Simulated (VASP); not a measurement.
VASP 6.6.1, r²SCAN single-point calculation, NaCl (strained CsCl)

INCAR

```
METAGGA = R2SCAN
LASPH = .TRUE.
ENCUT = 520
NELM = 120
PREC = Accurate
NBANDS = 14
EDIFF = 1E-7
LELF = .TRUE.
ALGO = Normal
LCHARG = .TRUE.
SIGMA = 0.01
ISIF = 2
ISMEAR = 0
IBRION = -1
LWAVE = .FALSE.
NSW = 0
LREAL = .FALSE.
```

KPOINTS

```
KPOINTS created by Atomic Simulation Environment
0
Gamma
8 8 8
0 0 0
```

KPOINTS_OPT

```
special points
5
Reciprocal
0.0000000000 0.0000000000 0.0000000000 1
0.0000000000 0.5000000000 0.0000000000 1
0.5000000000 0.5000000000 0.0000000000 1
0.5000000000 0.5000000000 0.5000000000 1
0.0000000000 0.5000000000 0.5000000000 1
```

POSCAR

```
Na Cl
 1.0000000000000000
     3.4595458397000001    0.0000000000000000    0.0000000000000000
     0.0000000000000000    3.4595458397000001    0.0000000000000000
     0.0000000000000000    0.0000000000000000    3.5733648977999999
 Na  Cl
   1   1
Cartesian
  0.0000000000000000  0.0000000000000000  0.0000000000000000
  1.7297729198500000  1.7297729198500000  1.7866824488999997
```

VASP ran with the recommended PBE PAW datasets (14 valence electrons in the cell).

Command

```
mpirun -np 1 vasp_std
```

From OUTCAR

```
k-points           NKPTS =     75   k-points in BZ     NKDIM =     75   number of bands    NBANDS=     14

   NELECT =      14.0000    total number of electrons

   dimension x,y,z NGX =    28 NGY =   28 NGZ =   28
   dimension x,y,z NGXF=    56 NGYF=   56 NGZF=   56

  energy-cutoff  :      520.00
  volume of cell :       42.77
      direct lattice vectors                 reciprocal lattice vectors
     3.459545840  0.000000000  0.000000000     0.289055282  0.000000000  0.000000000
     0.000000000  3.459545840  0.000000000     0.000000000  0.289055282  0.000000000
     0.000000000  0.000000000  3.573364898     0.000000000  0.000000000  0.279848274

 k-points in reciprocal lattice and weights: KPOINTS created by Atomic Simulation Env
   0.00000000  0.00000000  0.00000000       0.002
   0.12500000  0.00000000  0.00000000       0.008
   0.25000000  0.00000000  0.00000000       0.008
   0.37500000  0.00000000  0.00000000       0.008
   0.50000000  0.00000000  0.00000000       0.004
   0.12500000  0.12500000  0.00000000       0.008
   0.25000000  0.12500000  0.00000000       0.016
   0.37500000  0.12500000  0.00000000       0.016
   ...

 E-fermi :   0.3150

 k-point     1 :       0.0000    0.0000    0.0000
  band No.  band energies     occupation
      1     -22.7612      2.00000
      2     -22.7612      2.00000
      3     -22.7549      2.00000
      4     -13.9082      2.00000
      5      -0.6221      2.00000
      6      -0.3419      2.00000
      7      -0.3419      2.00000
      8       4.8826      0.00000
      9       9.1082      0.00000
     10       9.4056      0.00000
     11      16.6010      0.00000
     12      16.6010      0.00000
     13      16.7003      0.00000
     14      17.0945      0.00000

 k-point     2 :       0.1250    0.0000    0.0000
  band No.  band energies     occupation
      1     -22.7674      2.00000
      2     -22.7607      2.00000
      3     -22.7543      2.00000
      4     -13.8545      2.00000
      5      -0.8418      2.00000
      6      -0.5848      2.00000
      7      -0.3065      2.00000
      8       5.3099      0.00000
      9       9.3381      0.00000
     10       9.7494      0.00000
     11      15.0572      0.00000
     12      15.6434      0.00000
     13      16.7073      0.00000
     14      16.7312      0.00000

 k-point     3 :       0.2500    0.0000    0.0000
  band No.  band energies     occupation
      1     -22.7824      2.00000
      2     -22.7593      2.00000
      3     -22.7529      2.00000
      4     -13.7199      2.00000
      5      -1.8144      2.00000
      6      -0.4921      2.00000
      7      -0.2187      2.00000
      8       6.1921      0.00000
      9       9.9028      0.00000
     10      10.3412      0.00000
     11      13.6266      0.00000
     12      14.2472      0.00000
     13      16.2694      0.00000
     14      16.7423      0.00000

 k-point     4 :       0.3750    0.0000    0.0000
  band No.  band energies     occupation
      1     -22.7973      2.00000
      2     -22.7580      2.00000
      3     -22.7515      2.00000
      4     -13.5774      2.00000
      5      -2.6093      2.00000
      6      -0.3956      2.00000
      7      -0.1274      2.00000
      8       7.1499      0.00000
      9      10.1267      0.00000
     10      10.7319      0.00000
     11      12.6630      0.00000
     12      13.3008      0.00000
     13      14.5949      0.00000
     14      17.5247      0.00000

 k-point     5 :       0.5000    0.0000    0.0000
  band No.  band energies     occupation
      1     -22.8034      2.00000
      2     -22.7574      2.00000
      3     -22.7509      2.00000
      4     -13.5159      2.00000
      5      -2.9071      2.00000
      6      -0.3544      2.00000
      7      -0.0885      2.00000
      8       7.7221      0.00000
      9       9.6770      0.00000
     10      11.3357      0.00000
     11      12.3243      0.00000
     12      12.9678      0.00000
     13      13.6240      0.00000
     14      17.7460      0.00000

 k-point     6 :       0.1250    0.1250    0.0000
  band No.  band energies     occupation
      1     -22.7675      2.00000
      2     -22.7660      2.00000
      3     -22.7537      2.00000
      4     -13.8024      2.00000
      5      -0.8827      2.00000
      6      -0.6959      2.00000
      7      -0.5469      2.00000
      8       5.7127      0.00000
      9       9.5820      0.00000
     10      10.0339      0.00000
     11      14.4945      0.00000
     12      14.8611      0.00000
     13      15.7304      0.00000
     14      17.0247      0.00000

 k-point     7 :       0.2500    0.1250    0.0000
  band No.  band energies     occupation
      1     -22.7815      2.00000
      2     -22.7651      2.00000
      3     -22.7523      2.00000
      4     -13.6717      2.00000
      5      -1.7527      2.00000
      6      -0.6507      2.00000
      7      -0.4528      2.00000
      8       6.5482      0.00000
      9       9.9823      0.00000
     10      10.5695      0.00000
     11      13.3618      0.00000
     12      13.6999      0.00000
     13      15.6860      0.00000
     14      16.4023      0.00000

 k-point     8 :       0.3750    0.1250    0.0000
  band No.  band energies     occupation
      1     -22.7960      2.00000
      2     -22.7635      2.00000
      3     -22.7509      2.00000
      4     -13.5337      2.00000
      5      -2.5274      2.00000
      6      -0.5292      2.00000
      7      -0.3546      2.00000
      8       7.4761      0.00000
      9       9.7511      0.00000
     10      11.0065      0.00000
     11      12.6469      0.00000
     12      12.7461      0.00000
     13      15.9373      0.00000
     14      15.9724      0.00000

 k-point     9 :       0.5000    0.1250    0.0000
  band No.  band energies     occupation
      1     -22.8021      2.00000
      2     -22.7628      2.00000
      3     -22.7503      2.00000
      4     -13.4741      2.00000
      5      -2.8191      2.00000
      6      -0.4762      2.00000
      7      -0.3127      2.00000
      8       8.1230      0.00000
      9       9.1719      0.00000
     10      11.7293      0.00000
     11      11.8665      0.00000
     12      12.4063      0.00000
     13      15.5891      0.00000
     14      16.1201      0.00000

 k-point    10 :       0.2500    0.2500    0.0000
  band No.  band energies     occupation
      1     -22.7806      2.00000
      2     -22.7777      2.00000
      3     -22.7510      2.00000
      4     -13.5513      2.00000
      5      -1.7021      2.00000
      6      -1.4152      2.00000
      7      -0.3549      2.00000
      8       7.2469      0.00000
      9       9.5801      0.00000
     10      11.2290      0.00000
     11      12.9263      0.00000
     12      13.7236      0.00000
     13      14.3325      0.00000
     14      16.4483      0.00000

 k-point    11 :       0.3750    0.2500    0.0000
  band No.  band energies     occupation
      1     -22.7931      2.00000
      2     -22.7768      2.00000
      3     -22.7497      2.00000
      4     -13.4244      2.00000
      5      -2.3184      2.00000
      6      -1.3556      2.00000
      7      -0.2528      2.00000
      8       7.8063      0.00000
      9       9.0476      0.00000
     10      11.5628      0.00000
     11      12.8034      0.00000
     12      12.9656      0.00000
     13      14.3395      0.00000
     14      16.8510      0.00000

 k-point    12 :       0.5000    0.2500    0.0000
  band No.  band energies     occupation
      1     -22.7988      2.00000
      2     -22.7759      2.00000
      3     -22.7491      2.00000
      4     -13.3697      2.00000
      5      -2.5924      2.00000
      6      -1.2806      2.00000
      7      -0.2091      2.00000
      8       7.9195      0.00000
      9       8.9765      0.00000
     10      11.6593      0.00000
     11      12.5258      0.00000
     12      12.6249      0.00000
     13      14.4546      0.00000
     14      17.5660      0.00000

 k-point    13 :       0.3750    0.3750    0.0000
  band No.  band energies     occupation
      1     -22.7908      2.00000
      2     -22.7894      2.00000
      3     -22.7484      2.00000
      4     -13.3095      2.00000
      5      -2.1367      2.00000
      6      -2.0081      2.00000
      7      -0.1464      2.00000
      8       7.1843      0.00000
      9       9.4844      0.00000
     10      11.8651      0.00000
     11      12.7347      0.00000
     12      13.1562      0.00000
     13      13.3474      0.00000
     14      17.8101      0.00000

 ...

  Total       -0.0560605     -0.0560605     -0.7512452      0.0000000      0.0000000      0.0000000
  in kB       -2.1001568     -2.1001568    -28.1434133      0.0000000      0.0000000      0.0000000
  external PRESSURE =     -10.7812423 kB  Pullay stress =       0.0000000 kB

 POSITION                                       TOTAL-FORCE (eV/Angst)
 -----------------------------------------------------------------------------------
      0.00000      0.00000      0.00000         0.000000      0.000000      0.000000
      1.72977      1.72977      1.78668         0.000000      0.000000      0.000000
 -----------------------------------------------------------------------------------
    total drift:                               -0.000000      0.000000      0.000000

  FREE ENERGIE OF THE ION-ELECTRON SYSTEM (eV)
  ---------------------------------------------------
  free  energy   TOTEN  =       -13.4524473698 eV

  energy  without entropy=      -13.4524473698  energy(sigma->0) =      -13.45244737
```

The gap between bands v and c is 4.74 eV. The least direct gap is 5.22 eV and the pressure is -1.1 GPa.

Band v is the last that the valence electrons fill when counted band by band, and c is the next.

The run took about 2.8 min on one core of a shared host (Intel Xeon Platinum 8488C) and held 0.2 GiB at most.
